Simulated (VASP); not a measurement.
# CaO in VASP 6.6.1, single-point calculation

INCAR

```
LREAL = .FALSE.
ISMEAR = 0
NELECT = 15.9
ISIF = 2
ALGO = Damped
TIME = 0.4
NSW = 0
LASPH = .TRUE.
IBRION = -1
PREC = Accurate
SIGMA = 0.01
EDIFF = 1E-7
NELM = 97
LCHARG = .FALSE.
NBANDS = 15
LWAVE = .FALSE.
ENCUT = 520
METAGGA = R2SCAN
```

KPOINTS

```
KPOINTS created by Atomic Simulation Environment
0
Gamma
8 8 8
0 0 0
```

POSCAR

```
Ca O
 1.0000000000000000
    -0.0000000000000000    2.6067317364962017    2.6067317364962017
     2.6067317364962017    0.0000000000000000    2.6067317364962017
     2.6067317364962017    2.6067317364962017    0.0000000000000000
 Ca  O
   1   1
Cartesian
  0.0000000000000000 -0.0000000000000000 -0.0000000000000000
  1.3033658682481006  1.3033658682481006  1.3033658682481006
```

The recommended PBE PAW datasets give the neutral cell 16 valence electrons.

Command

```
mpirun -np 1 vasp_std
```

Q: Predict the outcome of this run.

A: It converged. Results: pressure -1.1 GPa.

OSZICAR

```
N       E                     dE             d eps       ncg     rms           ort
DAV:   1     0.171357890195E+03    0.17136E+03   -0.86076E+03   435   0.113E+03
DAV:   2    -0.162479270965E+01   -0.17298E+03   -0.15757E+03   435   0.323E+02
DAV:   3    -0.236858128166E+02   -0.22061E+02   -0.21349E+02   435   0.119E+02
DAV:   4    -0.252408908132E+02   -0.15551E+01   -0.15176E+01   435   0.347E+01
DAV:   5    -0.254380596393E+02   -0.19717E+00   -0.19356E+00   435   0.978E+00
SDA:   6    -0.153209037628E+02    0.10117E+02   -0.72736E+01   435   0.182E+02   0.000E+00
DMP:   7    -0.184435457882E+02   -0.31226E+01   -0.14434E+00   435   0.156E+01  -0.315E+01
DMP:   8    -0.183127817979E+02    0.13076E+00   -0.11345E+01   435   0.325E+01  -0.108E+01
DMP:   9    -0.188899048014E+02   -0.57712E+00   -0.73362E-01   435   0.157E+00   0.691E-01
DMP:  10    -0.188652335323E+02    0.24671E-01   -0.12924E+00   435   0.437E+00  -0.299E+00
...
DMP:  45    -0.189487823464E+02   -0.19715E-06   -0.19150E-06   435   0.292E-06   0.488E-06
DMP:  46    -0.189487825347E+02   -0.18832E-06   -0.17817E-06   435   0.267E-06   0.466E-06
DMP:  47    -0.189487827100E+02   -0.17533E-06   -0.16321E-06   435   0.242E-06   0.434E-06
DMP:  48    -0.189487828708E+02   -0.16083E-06   -0.14750E-06   435   0.217E-06   0.398E-06
DMP:  49    -0.189487830163E+02   -0.14550E-06   -0.13273E-06   435   0.194E-06   0.360E-06
DMP:  50    -0.189487831474E+02   -0.13105E-06   -0.11938E-06   435   0.175E-06   0.324E-06
DMP:  51    -0.189487832654E+02   -0.11803E-06   -0.10791E-06   435   0.158E-06   0.292E-06
DMP:  52    -0.189487833722E+02   -0.10675E-06   -0.97937E-07   435   0.144E-06   0.264E-06
DMP:  53    -0.189487834691E+02   -0.96968E-07   -0.89515E-07   435   0.132E-06   0.240E-06
   1 F= -.18948783E+02 E0= -.18948738E+02  d E =-.908482E-04
```

Standard output (part)

```
POSCAR found type information on POSCAR CaO
 POSCAR found :  2 types and       2 ions
 LDA part: xc-table for (None), standard interpolation
 POSCAR, INCAR and KPOINTS ok, starting setup
 WAVECAR not read
 entering main loop
 final diagonalization occupied
```

The cell is charged and sits in a uniform background.

For comparison, a separate r²SCAN run of the intended cell, on usual settings and not on those above, gives a gap of 3.73 eV on its mesh and a pressure of 0.9 GPa.
